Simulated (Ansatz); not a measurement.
Before relaxation, 1 H2 a cell, flat, over a bridge Sr-O site (SrO, Fm-3m (No. 225), (1 0 0) face):

```xyz
26
Lattice="7.2816 0.0000 0.0000 0.0000 7.2816 0.0000 0.0000 0.0000 23.1489" Properties=species:S:1:pos:R:3 pbc="T T T"
Sr    1.8204    1.8204    8.0000
Sr    1.8204    5.4612    8.0000
Sr    5.4612    1.8204    8.0000
Sr    5.4612    5.4612    8.0000
O     3.6408    3.6408    8.0000
O     3.6408    0.0000    8.0000
O     0.0000    3.6408    8.0000
O     0.0000    0.0000    8.0000
Sr    3.6408    3.6408   10.5348
Sr    3.6408    0.0000   10.5348
Sr    0.0000    3.6408   10.5348
Sr    0.0000    0.0000   10.5348
O     5.4612    5.4612   10.5470
O     5.4612    1.8204   10.5470
O     1.8204    5.4612   10.5470
O     1.8204    1.8204   10.5470
Sr    5.4612    5.4612   13.0931
Sr    5.4612    1.8204   13.0931
Sr    1.8204    5.4612   13.0931
Sr    1.8204    1.8204   13.0931
O     0.0000    0.0000   13.0432
O     0.0000    3.6408   13.0432
O     3.6408    0.0000   13.0432
O     3.6408    3.6408   13.0432
H     2.7306    2.7306   16.2131
H     3.0950    2.0751   16.2131
```

These are results of DFT PBE+D3(BJ), scalar-relativistic, plane waves, PAW in Ansatz, not measurements. Plane waves to 420 eV, a k mesh through Γ of 2×2×1 on the computed 26-atom cell and Gaussian smearing (0.05 eV); no spin polarisation. The cell repeats along c with a dipole correction in the vacuum.

Atoms 1, 2, 3, 4, 5, 6, 7, 8 (counted from 1) are held. The cell is fixed. Force threshold 0.04 eV/Å.

```csv
step,E − E_final (eV),largest force (eV/Å)
1,0.075,0.084
2,0.068,0.054
3,0.061,0.370
4,0.062,0.842
5,0.053,0.141
6,0.049,0.169
7,0.047,0.128
8,0.045,0.498
9,0.037,0.323
10,0.029,0.355
11,0.022,0.299
12,0.010,0.196
13,0.003,0.016
14,0.003,0.016
15,0.001,0.047
16,0.000,0.069
17,0.000,0.020
18,0.000,0.020
```

Problem. What is the final structure?

Solution.
```yaml
crystal:
  lattice:
    - [7.28164, 0.00000, 0.00000]
    - [0.00000, 7.28164, 0.00000]
    - [0.00000, 0.00000, 23.14889]
  atoms:
    - { symbol: Sr, position: [0.25000, 0.25000, 0.34559] }
    - { symbol: Sr, position: [0.25000, 0.75000, 0.34559] }
    - { symbol: Sr, position: [0.75000, 0.25000, 0.34559] }
    - { symbol: Sr, position: [0.75000, 0.75000, 0.34559] }
    - { symbol: O, position: [0.50000, 0.50000, 0.34559] }
    - { symbol: O, position: [0.50000, 0.00000, 0.34559] }
    - { symbol: O, position: [0.00000, 0.50000, 0.34559] }
    - { symbol: O, position: [0.00000, 0.00000, 0.34559] }
    - { symbol: Sr, position: [0.49993, 0.49977, 0.45519] }
    - { symbol: Sr, position: [0.49996, 0.00009, 0.45511] }
    - { symbol: Sr, position: [0.00007, 0.49977, 0.45517] }
    - { symbol: Sr, position: [0.00006, 0.00010, 0.45501] }
    - { symbol: O, position: [0.75012, 0.74993, 0.45559] }
    - { symbol: O, position: [0.74998, 0.25001, 0.45567] }
    - { symbol: O, position: [0.24992, 0.74992, 0.45561] }
    - { symbol: O, position: [0.25007, 0.25001, 0.45561] }
    - { symbol: Sr, position: [0.75041, 0.75052, 0.56553] }
    - { symbol: Sr, position: [0.75065, 0.24921, 0.56581] }
    - { symbol: Sr, position: [0.24966, 0.75055, 0.56557] }
    - { symbol: Sr, position: [0.24925, 0.24898, 0.56601] }
    - { symbol: O, position: [0.00015, 0.00037, 0.56339] }
    - { symbol: O, position: [0.00009, 0.49985, 0.56341] }
    - { symbol: O, position: [0.50003, 0.00010, 0.56314] }
    - { symbol: O, position: [0.50050, 0.50164, 0.56378] }
    - { symbol: H, position: [0.47600, 0.41348, 0.65464] }
    - { symbol: H, position: [0.46260, 0.36419, 0.68385] }
```

The end is the local minimum or symmetric point that this start leads to. The slab is only 5.1 Å thick, so the energy isn't converged with thickness.

Cost: 1 run of about 15 core-minutes, on Arm Neoverse V2 (shared hosts).